## Why does HfO2 keep pulling after its bonds are broken, and where does its gap go?

I'm looking at a PBE calculation in which an HfO2 crystal is opened across a plane while the atoms on each side stay fixed in place. The pull between the halves climbs, peaks and collapses, which I can more or less picture as bonds breaking. But why does the peak come so far out, why does an insulator lose its gap on the way, and why is there still some pull at 6 Å?

Rigid, unrelaxed opening of HfO2 (P4_2/nmc, 12-atom cell) across a (001) plane, leaving one Hf and one O face. Ansatz 0.2.0, plane-wave PAW, scalar-relativistic PBE without spin polarisation; cutoff 420 eV, k mesh 6×6×2, Gaussian smearing 0.05 eV. Energies are per area of cut, relative to the unopened crystal; positive traction pulls the halves together.

```csv
opening (Å),separation energy (mJ/m²),traction (GPa (slope of the separation energy)),gap on mesh (eV)
-0.3,1297,-92.22,3.651
-0.15,302.3,-41.78,4.248
0,0,-0.02,4.670
0.25,674.2,49.96,3.555
0.5,2311,77.53,2.034
0.75,4401,87.01,0.576
1,6505,77.61,0.000
1.5,9538,45.31,0.000
2,11240,24.14,0.000
3,12470,5.32,0.000
4.5,12850,1.25,0.000
6,12980,0.57,0.000
```

## Answer

Three magnitudes are worth keeping in mind. Separating the halves costs about 13 J/m², or roughly 10 eV for each Hf atom along the cut. The greatest resistance is nearly 90 GPa, and half of the energy has been spent by an opening of 1 Å. The short-range part of the story is the breaking of Hf–O bonds; the rest follows from the opposite charges of the two faces.

**The bonds turn as they stretch.** The cut runs between a plane of Hf and the oxygen just above it. Each Hf atom there loses two short bonds and two long ones, and all of them are slanted. An opening of 0.75 Å therefore lengthens a short bond by only about 0.45 Å. It also turns the bond towards the upright, so that more of its force acts across the gap: the share rises from about 0.5 to 0.7. This geometric gain offsets part of the bond's weakening and helps to move the peak outwards.

The traction, which is the slope of the separation energy, is largest at 0.75 Å among the computed points. Its neighbours at 0.5 and 1 Å are almost equal, so the true maximum lies near that point. Further out, the electron clouds of Hf and O overlap less and less, and the bonds' share of the pull collapses.

Pushing the halves together is a different matter. The ions' filled shells then repel each other, and this repulsion grows steeply as they approach. Hence the traction changes by about 340 GPa per Å in the most compressed step, against 200 in the first opening step. The energy curve is steeper on the compressed side for the same reason.

**The two faces carry opposite charge.** One face ends in Hf, the other in O. In ionic language the first is positive and the second negative, like the plates of a capacitor. As the plates move apart, the voltage between them grows. It raises the filled oxygen 2p levels at one face towards the empty Hf 5d levels at the other, and the gap shrinks.

The steadiness of the fall suits this picture: between 0.25 and 0.75 Å the gap shrinks by nearly 6 eV per Å, and by 1 Å it is zero on the mesh. Full ionic charges facing each other across an empty slit would close it several times faster, so the electron clouds presumably still screen much of the charge. Broken bonds can also leave levels inside a gap, however, and the table alone can't divide the fall between the two causes. PBE gaps are too small, so the real closing probably comes later.

The gap also shrinks on compression. My guess is that squeezing a single spacing upsets the balance of the charged planes too, with a voltage of the opposite sign. The squeezed bonds themselves may contribute.

**Closing the gap changes the law of attraction.** Plates that keep a fixed charge attract each other equally strongly at any distance, so for two very wide faces the cost would keep growing with the opening. Once the oxygen levels meet the Hf levels, electrons can pass from the oxygen face to the Hf face and cancel most of the charge. This is what theory expects of a polar cut, and it allows the pull to die away, though the outputs list no charges that would confirm it. It's unlikely to cause the peak, because the pull has already nearly levelled off by 0.75 Å, where a gap of 0.6 eV is still open.

The cancellation isn't complete. The two faces now share one Fermi level, but electrons are bound more tightly at the oxygen face than at the Hf face. As with two different metals in contact, a voltage remains across the vacuum. The plates have gone from fixed charge to nearly fixed voltage, and their attraction now falls with the square of the distance:

$$
t = \frac{\varepsilon_0}{2}\left(\frac{V}{x}\right)^2
$$

Here $t$ is the traction, $x$ the opening, $V$ the voltage and $\varepsilon_0$ the electric constant. For $V$ I take the gap of the undisturbed crystal, 4.67 eV, because the Fermi level lies near the filled levels at one face and near the empty levels at the other. At 6 Å the field is $4.67/6 \approx 0.78$ V/Å, or $7.8\times10^{9}$ V/m, and

$$
t \approx \tfrac12\,(8.9\times10^{-12})\,(7.8\times10^{9})^2\ \text{Pa} \approx 0.27\ \text{GPa}.
$$

The calculation has 0.57 GPa, about twice as much. That is fair for an estimate with no adjusted constant. The real voltage also contains the dipoles of the two surfaces, and electron clouds that reach into the vacuum can bring the effective plates closer together than the opening. Such a shift matters more at small openings: at 3 Å the plain estimate is too low by a factor of five. Yet taking one fitted length of 1.7 Å off the opening brings the estimate within a tenth of the calculation at 3, 4.5 and 6 Å alike. At 2 Å, where the gap is also closed, the same shift makes the estimate more than four times too high, so one fixed length doesn't serve wherever the gap has gone. The agreement further out is therefore only modest support for the picture, and the clouds may still overlap at 3 Å.

The shape of the tail supports the same reading. Overlapping clouds alone would give a roughly exponential decay, with a similar fractional loss in equal steps. Instead, the traction drops to 23 % of its value from 3 to 4.5 Å, but only to 46 % from 4.5 to 6 Å. An inverse-square law would give 56 % for that last step, so the curve is heading that way without having arrived. The step-by-step figures are in the output below.

**What this means for the cost of a surface.** The last energy isn't yet the final one. If the inverse-square law held from 6 Å onwards, another $0.57\ \text{GPa}\times 6\ \text{Å}\approx 340$ mJ/m² would follow, about 3 % of the total. The calculation also repeats slab and vacuum periodically. Each slab is only about 10 Å thick and has one face of either kind, so a voltage remains across the slab too, and the separation energy should depend somewhat on its thickness. The k mesh was chosen for the insulating crystal, and its error in the rows without a gap, from 1 Å on, wasn't tested.

A larger reservation is that this is an expensive place to cut. The oxygen between two Hf planes lies in two sub-planes 0.6 Å apart. A cut between them would break only long bonds and leave oxygen on both faces, which should cost less and avoid the charged plates. Letting the atoms relax would lower the energy further, and so might magnetism at the oxygen face, since spin was switched off.

The 13 J/m² therefore belongs to one unrelaxed pair of unlike faces, and half of it is only their average. Likewise, 90 GPa is the resistance to a rigid opening at this plane; under a real pull, even a flawless crystal should give way sooner, at an easier plane. To judge another cut, look first at which bonds it breaks, and then at whether the two new faces carry opposite charge.

Numerical output:

```
Steps are counted from the previous row:
    row  short Hf-O across cut (Å)  long Hf-O across cut (Å)  mean traction in step (GPa)  traction change (GPa/Å)  gap change (eV/Å)  share of last energy (%)
   -0.3                      1.939                     2.231                          n/a                      n/a                n/a                     9.992
  -0.15                          2                     2.322                       -66.31                    336.3               3.98                     2.329
    0.0                      2.069                      2.42                       -20.15                    278.4              2.813                         0
   0.25                      2.203                     2.593                        26.97                    199.9              -4.46                     5.194
    0.5                      2.356                     2.779                        65.47                    110.3             -6.084                      17.8
   0.75                      2.524                     2.973                         83.6                    37.92             -5.832                     33.91
    1.0                      2.705                     3.176                        84.16                    -37.6             -2.304                     50.12
    1.5                      3.096                     3.599                        60.66                    -64.6                  0                     73.48
    2.0                      3.514                     4.039                        34.04                   -42.34                  0                     86.59
    3.0                      4.403                     4.954                         12.3                   -18.82                  0                     96.07
    4.5                      5.804                     6.375                        2.533                   -2.713                  0                        99
    6.0                      7.245                     7.825                       0.8667                  -0.4533                  0                       100
Stretch of the short bond at 0.75 Å opening (Å): 0.4546
Normal part of the short bond direction in the undisturbed cell: 0.4915
Normal part of the short bond direction at 0.75 Å opening: 0.7001
Height between the two oxygen sub-planes (Å): 0.598
Last separation energy per surface cell of the cut (eV): 10.52
Traction at 4.5 Å over that at 3 Å: 0.235
Traction at 6 Å over that at 4.5 Å: 0.456
Same ratio for an inverse-square law from 4.5 to 6 Å: 0.5625
Energy still gained from 4.5 to 6 Å (mJ/m²): 130
Capacitor estimate of traction at 3 Å (GPa): 1.073
Capacitor estimate of traction at 4.5 Å (GPa): 0.4768
Capacitor estimate of traction at 6 Å (GPa): 0.2682
Computed traction over capacitor estimate at 6 Å: 2.125
Energy beyond 6 Å if the traction fell as inverse square (mJ/m²): 342
```
